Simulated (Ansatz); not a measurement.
# HfB2: one crystal by all-electron and frozen-core methods, part 2 of 2

Aim: solve HfB2 at one geometry with LAPW, all electrons, frozen-core PAW and datasets made for this crystal, and see where they agree.

Ansatz 0.2.0; DFT PBE; a database cell (COD). «Crystal datasets» are all-electron PAW datasets made for this crystal.

### Step 3. Frozen-core PAW

Input file input.yaml:

```yaml
crystal:
  lattice:
    - [3.1400001005, 0.0, 0.0]
    - [-1.5700000503, 2.7193198549, 0.0]
    - [0.0, 0.0, 3.48]
  atoms:
    - { symbol: Hf, position: [0.0, 0.0, 0.0] }
    - { symbol: B, position: [0.3333333333, 0.6666666667, 0.5] }
    - { symbol: B, position: [0.6666666667, 0.3333333333, 0.5] }
kpoints:
  mp_grid: { grid: [15, 15, 12] }
  band_path:
    path:
      - [0.0, 0.0, 0.0]
      - [0.5, 0.0, 0.0]
      - [0.3333333333, 0.3333333333, 0.0]
      - [0.0, 0.0, 0.0]
      - [0.0, 0.0, 0.5]
      - [0.5, 0.0, 0.5]
      - [0.3333333333, 0.3333333333, 0.5]
      - [0.0, 0.0, 0.5]
      - [0.5, 0.0, 0.5]
    npoints: 14
scf:
  occupations: { method: fermi_dirac, width: 0.03 }
hamiltonian:
  xc: pbe
  pseudopotentials: { kind: paw }
output:
  forces: true
  stress: true
  eigenvalues: true
  efg: { contact_densities: true }
  populations: true
  bader: true
  dos: { projected: true, de: 0.2, e_range: [-14, 8] }
  write_density: true
  write_potential: true
  elf: true
  volumetric_format: npy
```

The run is started by

```sh
$ ansatz run input.yaml --threads 1 --pin off --max-ram 4096MiB --backend cpu --events-out ev --progress --plain --runs-dir out
```

Standard output:

```text
Hf: output.efg is read without spin–orbit coupling, which moves field gradients at and beside such atoms by some per cent and up to a factor of two; PAW files take it under magnetization.noncollinear and magnetization.spin_orbit
Engine: ansatz 0.2.0
Pseudopotentials: kind: paw
Pseudopotential: Hf, paw, valence charge 26, recommended cutoff 420 eV (normal)
Pseudopotential: B, paw, valence charge 3, recommended cutoff 420 eV (normal)
Functional definition: PBE
  parameter kappa = 0.804
  parameter beta = 0.06672455060314922
  exchange = pbe_x(kappa = kappa, mu = beta*pi^2/3)
  correlation = pbe_c(beta = beta)
Crystal: 3 atoms, lattice volume = 29.715 Å³
Basis set: ecut = 420 eV, 563 PW (Γ), exchange–correlation on 48×48×48 points (8 copies of the dense FFT grid, shifted against one another)
Bands: 20, of which v1, the nominal top of the filled ones, is band 16 counted from 1 (15 counted from 0)
Symmetry: 24 space group operations
Space group: P6/mmm (ITA 191), of the structure as read, at distance tolerance 3.1e-5 Å
k-points: 189 of 2700
Non-local potential: Hf, projectors of the file, l = 0: 3, l = 1: 2, l = 2: 2, l = 3: 3
Non-local potential: B, projectors of the file, l = 0: 2, l = 1: 2, l = 2: 1
PAW form: soft (Blöchl's): semilocal exchange-correlation on the pseudo side does not see the compensation charge
PAW one-centre angular grid: Hf, 590 points (default); XC on 64 Gauss nodes
PAW one-centre angular grid: B, 110 points (default); XC on 64 Gauss nodes
Initial density: superposition of atomic densities (neutral atoms: chi_scale 0, normalization atom), corrected by the library's trained network
Initial wavefunctions: pseudopotential atomic-orbital guess
Functional: x = pbe(κ = 0.804, μ = 0.2195149727645171), c = pbe(β = 0.06672455060314922)
SCF iter   1: F=—  HF=-16036.215185 eV  |F-HF|=—  |Δ(HF+E_count)|=         —  Δρ=1.75e-3  dr2=1.37e-3  ethr=1.77e-3  ⟨swp⟩=4.3  Hψ=14819  notcnv=0
preconditioner: auto → none  [metal: Δε(μ)=0.042 eV  Ē_g=17.456 eV  σ=0.030 eV  W_gap=0.32  n_scr=8 (ndim 8)  ℏωp=37.3 eV  f_vac=0.000  D(μ)=0.24/eV (n_scr^D=0)  sad-step TF]
SCF iter   2: F=—  HF=-16036.214894 eV  |F-HF|=—  |Δ(HF+E_count)|=   2.91e-4  Δρ=1.02e-3  dr2=5.62e-4  ethr=4.27e-6  ⟨swp⟩=2.0  Hψ=6507  notcnv=0
SCF iter   3: F=—  HF=-16036.214802 eV  |F-HF|=—  |Δ(HF+E_count)|=   9.18e-5  Δρ=6.17e-4  dr2=1.88e-4  ethr=1.76e-6  ⟨swp⟩=2.0  Hψ=6151  notcnv=0
SCF iter   4: F=—  HF=-16036.214701 eV  |F-HF|=—  |Δ(HF+E_count)|=   1.01e-4  Δρ=7.21e-5  dr2=1.80e-6  ethr=5.88e-7  ⟨swp⟩=2.0  Hψ=6791  notcnv=0
SCF iter   5: F=—  HF=-16036.214720 eV  |F-HF|=—  |Δ(HF+E_count)|=   1.83e-5  Δρ=1.76e-5  dr2=5.39e-8  ethr=5.63e-9  ⟨swp⟩=2.0  Hψ=6071  notcnv=0
SCF iter   6: F=-16036.214720 eV  HF=-16036.214720 eV  |F-HF|=6.12e-9  |Δ(HF+E_count)|=   1.14e-8  Δρ=4.43e-6  dr2=7.68e-9  ethr=1.68e-10  ⟨swp⟩=5.5  Hψ=23325  notcnv=0
SCF 1 converged in 6 iterations: F = -16036.214720 eV  dr2 = 7.68e-9
NSCF: frozen V_eff on 113 k-points
SCF converged after 6 iterations
Free energy (F): -16036.214720 eV
Harris-Foulkes:  -16036.214720 eV  (|F-HF|=6.12e-9)
Internal energy: -16036.214029 eV  (E = F + TS)
E sigma→0 (E₀):  -16036.214374 eV
Entropy (-TS):   -0.000691 eV (-0.230 meV/atom)
Fermi energy:    20.550561 eV
--- Per-component energies (eV) ---
  E_band       = 128.598112
  E_kinetic    = 525.974274
  E_local      = -5276.222349  (includes V_loc(G=0)·N_el)
  E_nonlocal   = -1221.811637
  E_hartree    = 2515.327795
  E_xc         = -367.036567
  E_vxc        = -346.332940  (∫ρ·V_xc dr)
  E_paw        = -7085.443071  (= ΣΔE_a)
  E_vpaw       = 1416.329341  (= ΣTr[D̂ρ^β])
  E_aug_tail   = -0.000008  (compensation charges beyond the density's cutoff)
  E_ewald      = -5127.002467
  E_smearing   = -0.000691  (= −TS)
  E_closure    = -0.000000  (closes the sum)
  Σ components = -16036.214720   (vs F -16036.214720, Δ=0.00e0)
--- Forces (eV/Å), atoms counted from 1 ---
  atom   1  Hf    -0.00000000    -0.00000000     0.00000000
  atom   2  B     -0.00000000     0.00000000    -0.00000000
  atom   3  B      0.00000000    -0.00000000     0.00000000
  max |Σ_I F_I| component: 3.70e-17 eV/Å
--- Stress (GPa, compression-positive) ---
        1.341966      -0.000000      -0.000000
        0.000000       1.341966      -0.000000
       -0.000000      -0.000000       1.351967
  P = ⅓ Tr σ = 1.3453 GPa (13.453 kbar)
--- PAW observables at the nuclei: V_zz in 10²¹ V/m², potentials from the cell's mean, atoms counted from 1 ---
  atom   1  Hf V_zz =   +10.627440   η = 0.0000   by run symmetry: allowed
            electrostatic potential = -14184.326405 V   contact ρ = 7528548.728542 e/Å³
  atom   2  B  V_zz =    +0.048443   η = 0.0000   by run symmetry: allowed
            electrostatic potential = -336.173527 V   contact ρ = 485.968521 e/Å³
  atom   3  B  V_zz =    +0.048443   η = 0.0000   by run symmetry: allowed
            electrostatic potential = -336.173527 V   contact ρ = 485.968521 e/Å³
--- Band table (eV; the first three rows and the last of 189) ---
  k-point 0: bands = ["-41.2752", "-10.1453", "-9.6597", "-9.6597", "6.7597", "8.7492", "8.7707", "8.7819", "8.7819", "8.7858", "8.7858", "8.8805", "17.4988", "17.5978", "17.5978", "17.7687", "24.5133", "24.5133", "25.1429", "25.1429"]
  k-point 1: bands = ["-41.2748", "-10.1643", "-9.6583", "-9.6583", "6.8696", "8.7481", "8.7706", "8.7833", "8.7833", "8.7843", "8.7843", "8.8805", "16.5610", "17.6693", "17.6693", "18.6673", "23.6928", "23.6928", "24.9046", "24.9046"]
  k-point 2: bands = ["-41.2735", "-10.2158", "-9.6546", "-9.6546", "7.1877", "8.7456", "8.7706", "8.7804", "8.7804", "8.7872", "8.7872", "8.8805", "15.4702", "17.8805", "17.8805", "19.6652", "22.7001", "22.7001", "24.2784", "24.2784"]
  k-point 188: bands = ["-41.2135", "-10.2232", "-10.1522", "-10.1522", "8.7624", "8.7624", "8.7762", "8.7783", "8.7783", "8.7996", "8.8547", "11.4042", "11.4042", "15.0056", "17.3405", "17.3405", "24.9607", "25.9253", "27.4139", "27.4139"]
--- Löwdin populations: 3 sites ---
  site symbol       q [e]
     0     Hf     25.3039
     1      B      3.3339
     2      B      3.3339
  spilling = 0.000884 (of n_electrons = 32.000000)
--- Bader charges: 3 sites ---
  site symbol  charge [e]  shift [e]
     0     Hf      1.5994     0.0010
     1      B     -0.7997     0.0005
     2      B     -0.7997     0.0005
  estimated error of the sums over rays = 4.1e-4 e
```

Wall time 25 s (1 thread of Arm Neoverse V1, shared host); peak memory 0.44 GiB.

In short: pressure 1.35 GPa; no gap; Vzz Hf1 10.63 (η = 0.00), B2 0.05 (η = 0.00) (10²¹ V/m²).

| atom | Bader charge (e) | basin volume (Å³) |
| --- | --- | --- |
| Hf1 | +1.60 | 11.77 |
| B2 | -0.80 | 8.97 |

Density in a lattice plane of the grid's cell (edges 3.14 and 3.14 Å, at 0.500 of the third edge), which holds B.

Ten even steps from ' ' (0.16 e/Å³) to '@' (0.80 e/Å³):
```
        ..::--==**##%%@@@@%%##++==--::..        
    ....::--==**##%%@@@@@@%%**++==::....        
  ....::--==**##%%@@@@@@@@%%**++--::......      
..::::--==**##%%%%%%%%%%%%##**++--::::..........
::--==++**##%%##++==++##%%##**++==--::::::..::::
====++##%%##**==::::++##%%##**++====------------
++**##%%%%##++--::--**%%@@%%##**++++==========++
##%%%%@@@@##++====**%%@@@@%%####****************
%%@@@@@@@@%%****##@@@@@@@@%%%%%%############%%%%
@@@@@@@@%%%%%%%%%%@@@@@@@@@@@@@@%%%%%%%%%%@@@@@@
%%%%%%############%%%%%%@@@@@@@@##****%%@@@@@@@@
##****************####%%@@@@%%**====++##@@@@%%%%
++++==========++++**##%%@@%%**--::--++##%%%%##**
==------------====++**##%%##++::::==**##%%##++==
::::::..::::::--==++**##%%##++==++##%%##**++==--
............::::--++**##%%%%%%%%%%%%##**==--::::
        ......::--++**%%@@@@@@@@%%##**==--::....
          ....::==++**%%@@@@@@%%##**==--::....  
          ..::--==++##%%@@@@%%##**==--::..      
        ....::--++**##%%@@%%##**++--::....      
```
Columns run along the first of these edges and rows up along the second, over one cell in 24 and 20 even steps from the bottom left corner. Atoms in the plane (fractional): B at (0.33, 0.67), B at (0.67, 0.33).

ELF in the same plane.

Ten even steps from ' ' (0.01) to '@' (0.86):
```
::::::--==++**##%%@@@@@@@@@@%%%%##**++==--::::::
::----==++****####%%%%%%%%%%####**++++==--::::::
--====++**********++++++**********++++==--------
==++++****++++==--::::--==++******++++====----==
******##**==::..      ..::==**##******++++==++++
########++--..        ..==**########****++++****
%%%%%%##==::        ..--**##%%%%%%##********####
@@@@%%##==::      ..--**%%@@@@@@%%##******##%%%%
@@@@%%##==::....::==**%%@@@@@@%%##**++++**##%%@@
@@@@%%##++--::--++##%%@@@@@@%%##++--::--++##%%@@
@@@@%%##**++++**##%%@@@@@@%%**==::....::==##%%@@
@@%%%%##******##%%@@@@@@%%**--..      ::==##%%@@
%%####********##%%%%%%##**--..        ::==##%%%%
##****++++****########**==..        ..--++######
**++++==++++******##**==::..      ..::==**##****
====----====++++******++==--::::--==++++****++++
----------==++++**********++++++**********++====
::::::::--==++++**####%%%%%%%%%%####****++==----
::::::::--==++**##%%%%@@@@@@@@@@%%##**++==--::::
..::::::--==**##%%@@@@@@@@@@@@@@%%##**==--::::::
```
Columns run along the first of these edges and rows up along the second, over one cell in 24 and 20 even steps from the bottom left corner. Atoms in the plane (fractional): B at (0.33, 0.67), B at (0.67, 0.33).

Both are smooth fields of the valence electrons: close to the nuclei they are not physical.

Maxima of ELF outside the ion cores: 0.86 on the B–B line, 0.9 Å from B.

### Step 4. Datasets made for this crystal

input.yaml: that of step 3 with these lines changed.

```diff
@@ -22,3 +22,3 @@
       - [0.5, 0.0, 0.5]
-    npoints: 14
+    npoints: 8
 scf:
@@ -27,3 +27,3 @@
   xc: pbe
-  pseudopotentials: { kind: paw }
+  pseudopotentials: { kind: all_electron, datasets: crystal }
 output:
@@ -33,8 +33 @@
   efg: { contact_densities: true }
-  populations: true
-  bader: true
-  dos: { projected: true, de: 0.2, e_range: [-14, 8] }
-  write_density: true
-  write_potential: true
-  elf: true
-  volumetric_format: npy
```

The run is started by

```sh
$ ansatz run input.yaml --threads 1 --pin off --max-ram 4096MiB --backend cpu --events-out ev --progress --plain --runs-dir out
```

Standard output, shortened:

```text
[...]
Hf: output.efg is read without spin–orbit coupling, which moves field gradients at and beside such atoms by some per cent and up to a factor of two; PAW files take it under magnetization.noncollinear and magnetization.spin_orbit
[...]
[... 1 set-up line as earlier in the session ...]
Pseudopotential: Hf, paw, valence charge 26, recommended cutoff 400 eV (normal), Koelling and Harmon's equation, gaussian nucleus
Pseudopotential: B, paw, valence charge 3, recommended cutoff 400 eV (normal), Koelling and Harmon's equation, gaussian nucleus
[... 1 set-up line as earlier in the session ...]
[...]
Crystal: 3 atoms, lattice volume = 29.715 Å³
Basis set: ecut = 400 eV, 563 PW (Γ), exchange–correlation on 48×48×48 points (8 copies of the dense FFT grid, shifted against one another)
Bands: 20, of which v1, the nominal top of the filled ones, is band 16 counted from 1 (15 counted from 0)
[... 1 set-up line as earlier in the session ...]
[...]
--- Stress (GPa, compression-positive) ---
        1.399156      -0.000000      -0.000000
       -0.000000       1.399156      -0.000000
       -0.000000      -0.000000       1.494604
  P = ⅓ Tr σ = 1.4310 GPa (14.310 kbar)
--- PAW observables at the nuclei: V_zz in 10²¹ V/m², potentials from the cell's mean, atoms counted from 1 ---
  atom   1  Hf V_zz =   +10.998582   η = 0.0000   by run symmetry: allowed
            electrostatic potential = -14184.327990 V   contact ρ = 7525144.052740 e/Å³
  atom   2  B  V_zz =    +0.074927   η = 0.0000   by run symmetry: allowed
            electrostatic potential = -336.222341 V   contact ρ = 485.990675 e/Å³
  atom   3  B  V_zz =    +0.074927   η = 0.0000   by run symmetry: allowed
            electrostatic potential = -336.222341 V   contact ρ = 485.990675 e/Å³
--- Band table (eV; the first three rows and the last of 189) ---
  k-point 0: bands = ["-40.8879", "-9.7528", "-9.2715", "-9.2715", "7.1507", "9.1410", "9.1575", "9.1731", "9.1731", "9.1757", "9.1757", "9.2673", "17.8883", "17.9846", "17.9846", "18.1592", "24.9056", "24.9056"]
[...]
```

It took 46 s on 1 thread of Arm Neoverse V1, shared host; peak memory 0.86 GiB.

This run gives: pressure 1.43 GPa; no gap; Vzz Hf1 11.00 (η = 0.00), B2 0.07 (η = 0.00) (10²¹ V/m²).

| atom | contact density (e/Å³) |
| --- | --- |
| Hf1 | 7525144 |
| B2 | 485.9907 |

### Step 5. Comparison

| method | pressure (GPa) | Vzz Hf1 (10²¹ V/m²) | Vzz B2 (10²¹ V/m²) | SCF cycles, all passes |
| --- | --- | --- | --- | --- |
| LAPW | 1.43 | – | – | 9 |
| PAW | 1.35 | 10.63 | 0.05 | 6 |
| crystal datasets | 1.43 | 11.00 | 0.07 | 9 |

### Step 6. Results

This closing draws on all 2 parts.

| quantity | value |
| --- | --- |
| pressure | LAPW 1.43, PAW 1.35, crystal datasets 1.43 GPa |
| gap (LAPW) | none |
| Bader charges (PAW) | Hf1 +1.60, B2 -0.80 e |
| highest ELF (PAW) | 0.86, 0.91 Å from B |

What this shows: At this geometry the cell is under compression of 1.4 GPa, so it would expand if let go. Bands cross the Fermi level: the crystal is a metal at this level. Hf 5d carries the largest share, 72 %, of the projected states within 0.3 eV of the Fermi level. The projection holds only the free atom's occupied shells (Hf 6s, Hf 5p, Hf 5d, B 2s, B 2p in this range). The field gradient at Hf1, the largest by crystal datasets, is 10.63 by PAW and 11.00 by crystal datasets (10²¹ V/m²), within 5 %. Spin–orbit coupling is left out, which moves gradients at and beside heavy atoms by some per cent and at worst by a factor of two. In pressure, PAW differs from LAPW by -0.09 GPa. LAPW took about 2.4 times as long as PAW (59 s against 25 s, on a shared host and with the outputs that each input asks for). Spin-orbit coupling is left out, though the cell holds Hf; in elements this heavy it can shift bands and gaps by tenths of an eV.
